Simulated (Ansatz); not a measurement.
PbSe (Clausthalite):

```xyz
2
Lattice="0.0000 3.0606 3.0606 3.0606 0.0000 3.0606 3.0606 3.0606 0.0000" Properties=species:S:1:pos:R:3 pbc="T T T"
Pb    0.0000    0.0000    0.0000
Se    3.0606    3.0606    3.0606
```

A run of Ansatz 0.2.0 on this cell left the log below. Logs are shortened: lines on timing, memory, paths and dates and some standing lists are left out, and cuts for length are marked.

```text
Warning: RAYON_NUM_THREADS=2 ignored (pool sized by the plan → 2); use --threads N
Engine: ansatz 0.2.0, aarch64-unknown-linux-gnu
Pseudopotentials: kind: paw
Pseudopotential: Pb, paw, valence charge 14, recommended cutoff 420 eV (normal), Pb.paw.azcp
Pseudopotential: Se, paw, valence charge 16, recommended cutoff 420 eV (normal), Se.paw.azcp
Functional definition: PBE
  parameter kappa = 0.804
  parameter beta = 0.06672455060314922
  exchange = pbe_x(kappa = kappa, mu = beta*pi^2/3)
  correlation = pbe_c(beta = beta)
Crystal: 2 atoms, lattice volume = 57.342 Å³
Basis set: ecut = 420 eV, 1139 PW (Γ), exchange–correlation on 60×60×60 points (8 copies of the dense FFT grid, shifted against one another)
Bands: 19, of which v1, the nominal top of the filled ones, is band 15 counted from 1 (14 counted from 0)
Symmetry: 48 space group operations
Space group: Fm-3m (ITA 225), of the structure as read, at distance tolerance 3.9e-5 Å
k-points: 29 of 512
Non-local potential: Pb, projectors of the file, l = 0: 2, l = 1: 2, l = 2: 2, l = 3: 2
Non-local potential: Se, projectors of the file, l = 0: 2, l = 1: 2, l = 2: 3, l = 3: 1
PAW form: soft (Blöchl's): semilocal exchange-correlation on the pseudo side does not see the compensation charge
PAW one-centre angular grid: Pb, 590 points (default); XC on 64 Gauss nodes
PAW one-centre angular grid: Se, 590 points (default); XC on 64 Gauss nodes
Initial density: superposition of atomic densities (neutral atoms: chi_scale 0, normalization atom), corrected by the library's trained network
Initial wavefunctions: pseudopotential atomic-orbital guess
Functional: x = pbe(κ = 0.804, μ = 0.2195149727645171), c = pbe(β = 0.06672455060314922)
SCF iter   1: F=—  HF=-17376.603887 eV  |F-HF|=—  |Δ(HF+E_count)|=         —  Δρ=5.68e-4  dr2=1.90e-4  ethr=1.77e-3  ⟨swp⟩=6.2  Hψ=2689  notcnv=0
preconditioner: auto → none  [insulator: Δε(μ)=0.288 eV  Ē_g=15.323 eV  σ=0.028 eV  W_gap=1.00  n_scr=14 (ndim 8)  ℏωp=21.9 eV  f_vac=0.019  D(μ)=0.00/eV (n_scr^D=0)  ε∞_Penn≈3.0]
SCF iter   2: F=—  HF=-17376.603046 eV  |F-HF|=—  |Δ(HF+E_count)|=   8.41e-4  Δρ=3.66e-4  dr2=4.02e-5  ethr=6.34e-7  ⟨swp⟩=2.3  Hψ=1279  notcnv=0
SCF iter   3: F=—  HF=-17376.603055 eV  |F-HF|=—  |Δ(HF+E_count)|=   8.99e-6  Δρ=1.85e-4  dr2=9.60e-6  ethr=1.34e-7  ⟨swp⟩=2.0  Hψ=962  notcnv=0
SCF iter   4: F=—  HF=-17376.603073 eV  |F-HF|=—  |Δ(HF+E_count)|=   1.77e-5  Δρ=4.84e-5  dr2=1.56e-6  ethr=3.20e-8  ⟨swp⟩=2.0  Hψ=986  notcnv=0
SCF iter   5: F=—  HF=-17376.603072 eV  |F-HF|=—  |Δ(HF+E_count)|=   6.79e-7  Δρ=1.78e-5  dr2=2.21e-7  ethr=5.18e-9  ⟨swp⟩=2.0  Hψ=829  notcnv=0
SCF iter   6: F=-17376.603072 eV  HF=-17376.603072 eV  |F-HF|=2.60e-8  |Δ(HF+E_count)|=   1.03e-7  Δρ=6.32e-6  dr2=2.08e-8  ethr=3.33e-10  ⟨swp⟩=5.0  Hψ=2283  notcnv=0
SCF 1 converged in 6 iterations: F = -17376.603072 eV  dr2 = 2.08e-8
  greatest PAW one-centre occupation: 1.000 electrons in one spin orbital (limit 2), on the Se atom at site 1 (counted from 0), in its partial waves of l = 2
SCF converged after 6 iterations
Free energy (F): -17376.603072 eV
Harris-Foulkes:  -17376.603072 eV  (|F-HF|=2.60e-8)
Internal energy: -17376.603072 eV  (E = F + TS)
E sigma→0 (E₀):  -17376.603072 eV
Fermi energy:    9.177542 eV
--- Per-component energies (eV) ---
  E_band       = -425.084961
  E_kinetic    = 406.274136
  E_local      = -3527.542419  (includes V_loc(G=0)·N_el)
  E_nonlocal   = -245.939635
  E_hartree    = 1642.826134
  E_xc         = -325.851261
  E_vxc        = -231.571239  (∫ρ·V_xc dr)
  E_paw        = -12314.662267  (= ΣΔE_a)
  E_vpaw       = -111.948858  (= ΣTr[D̂ρ^β])
  E_aug_tail   = -0.000502  (compensation charges beyond the density's cutoff)
  E_ewald      = -3011.707258
  E_smearing   = -0.000000  (= −TS)
  E_closure    = -0.000000  (closes the sum)
  Σ components = -17376.603072   (vs F -17376.603072, Δ=0.00e0)
--- Forces (eV/Å), atoms counted from 1 ---
  atom   1  Pb    -0.00000000     0.00000000     0.00000000
  atom   2  Se     0.00000000    -0.00000000     0.00000000
  max |Σ_I F_I| component: 2.50e-29 eV/Å
--- Stress (GPa, compression-positive) ---
        2.425284      -0.000000      -0.000000
       -0.000000       2.425284      -0.000000
        0.000000      -0.000000       2.425284
  P = ⅓ Tr σ = 2.4253 GPa (24.253 kbar)
--- Band table (eV; the first three rows and the last of 29) ---
  k-point 0: bands = ["-38.1926", "-38.1926", "-38.1902", "-38.1902", "-38.1902", "-7.8143", "-7.8143", "-7.8143", "-7.8104", "-7.8104", "-4.5675", "2.7334", "7.1482", "7.1482", "7.1482", "13.7418", "13.7418", "13.7418", "15.5513"]
  k-point 1: bands = ["-38.1926", "-38.1926", "-38.1902", "-38.1902", "-38.1902", "-7.8150", "-7.8150", "-7.8137", "-7.8084", "-7.8084", "-4.4493", "2.3384", "7.1892", "7.1892", "7.4258", "12.6794", "13.0661", "13.0661", "15.3703"]
  k-point 2: bands = ["-38.1926", "-38.1926", "-38.1902", "-38.1902", "-38.1902", "-7.8234", "-7.8234", "-7.8125", "-7.7971", "-7.7971", "-4.1249", "1.4671", "7.3091", "7.3091", "7.9832", "11.1924", "11.9434", "11.9434", "15.5623"]
  k-point 28: bands = ["-38.1926", "-38.1925", "-38.1902", "-38.1902", "-38.1901", "-7.9021", "-7.8109", "-7.8019", "-7.8019", "-7.7696", "-3.1048", "1.0235", "4.7979", "4.7979", "8.2347", "10.9195", "13.9781", "13.9781", "16.7604"]
```

Write the input and the command behind it.

Single point with PBE, no spin polarisation. The files as run (others can give the same):

input.yaml
```yaml
crystal:
  lattice:
    - [0.0, 3.06065, 3.06065]
    - [3.06065, 0.0, 3.06065]
    - [3.06065, 3.06065, 0.0]
  atoms:
    - { symbol: Pb, position: [0.0, 0.0, 0.0] }
    - { symbol: Se, position: [0.5, 0.5, 0.5] }
hamiltonian:
  xc: pbe
  pseudopotentials: { kind: paw }
kpoints:
  mp_grid: { grid: [8, 8, 8] }
scf:
  occupations: { method: gaussian, width: 0.028 }
output:
  forces: true
  stress: true
  eigenvalues: true
```

Potentials or basis: Ansatz PAW.
Launch:
```console
$ ansatz run input.yaml --threads 2 --pin off --max-ram 5632MiB --backend cpu --events-out ev --progress --plain --runs-dir out
```

Caveat: spin-orbit coupling is left out, which as a rule narrows the gap of such compounds by several tenths of an eV.
